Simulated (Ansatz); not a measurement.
Predict the output of the script below (Ansatz 0.2.0, Python API).

Script `eos_bao.py`:
```python
'''Equation of state of BaO.'''

import ansatz as az
import numpy as np

VECTORS = np.array([
    [0.0, 2.75, 2.75],
    [2.75, 0.0, 2.75],
    [2.75, 2.75, 0.0],
])
SITES = [
    ('Ba', [0.0, 0.0, 0.0]),
    ('O', [0.5, 0.5, 0.5]),
]


def make_crystal(cell):
    crystal = az.Crystal(lattice=az.Lattice.of(cell))
    for symbol, position in SITES:
        crystal = crystal.atom(symbol, position)
    return crystal

# uniform scaling of the cell
volumes, energies, pressures = [], [], []
for scale in np.linspace(0.88, 1.12, 7):
    cell = VECTORS * scale ** (1 / 3)
    calculation = (
        make_crystal(cell).calculation()
        .basis(550)
        .functional('pbe')
        .occupations(az.OccupationsMethod.FIXED)
        .kpoints(6, 6, 6)
        .stress()
    )
    data = calculation.run(threads=1).report
    volumes.append(abs(np.linalg.det(cell)) / len(SITES))
    energies.append(data['free_energy_ev'] / len(SITES))
    pressures.append(np.trace(data['stress_gpa']) / 3)
    print(f'V = {volumes[-1]:8.4f} A^3/atom  F = {energies[-1]:.5f} eV/atom  P = {pressures[-1]:8.3f} GPa')

# third-order Birch-Murnaghan: a cubic in V^(-2/3)
x = np.array(volumes) ** (-2 / 3)
poly = np.polynomial.Polynomial.fit(x, energies, 3).convert()
roots = poly.deriv().roots()
x0 = min((r.real for r in roots if abs(r.imag) < 1e-9 and poly.deriv(2)(r.real) > 0), key=lambda r: abs(r - x.mean()))
v0 = x0 ** -1.5
b0 = 4 / 9 * poly.deriv(2)(x0) * v0 ** (-7 / 3) * 160.21766
b1 = 4 + 2 / 3 * x0 * poly.deriv(3)(x0) / poly.deriv(2)(x0)
print(f'V0 = {v0:.4f} A^3/atom, B0 = {b0:.1f} GPa, dB/dP = {b1:.2f}')
```

`python eos_bao.py` gives:
```text
V =  18.3012 A^3/atom  F = -3259.62385 eV/atom  P =   17.029 GPa
V =  19.1331 A^3/atom  F = -3259.69688 eV/atom  P =   11.311 GPa
V =  19.9650 A^3/atom  F = -3259.74327 eV/atom  P =    6.722 GPa
V =  20.7969 A^3/atom  F = -3259.76824 eV/atom  P =    3.029 GPa
V =  21.6288 A^3/atom  F = -3259.77596 eV/atom  P =    0.052 GPa
V =  22.4606 A^3/atom  F = -3259.76978 eV/atom  P =   -2.348 GPa
V =  23.2925 A^3/atom  F = -3259.75239 eV/atom  P =   -4.284 GPa
V0 = 21.6460 A^3/atom, B0 = 69.1 GPa, dB/dP = 4.56
```

A third-order Birch-Murnaghan fit through the 7 points has its minimum at 21.65 Å³ an atom, 4.1 % above the typed cell, with a bulk modulus of 69 GPa and dB/dP = 4.6. From that minimum the energy rises by 152.1 meV an atom on the compressed side and 23.6 meV on the expanded side.

Caveats:
- Absolute energies stand on the zero of these potentials, so only differences at equal settings mean something.
- Pressure is positive in compression.
- The starting cell is as deposited in a crystallographic database; the results hold for this polymorph, which needn't be the stable one.
- Processor time in the engine: 5.4 s on 1 thread of Intel(R) Xeon(R) Processor @ 2.30GHz, with other jobs on the host, peak memory 0.49 GiB.
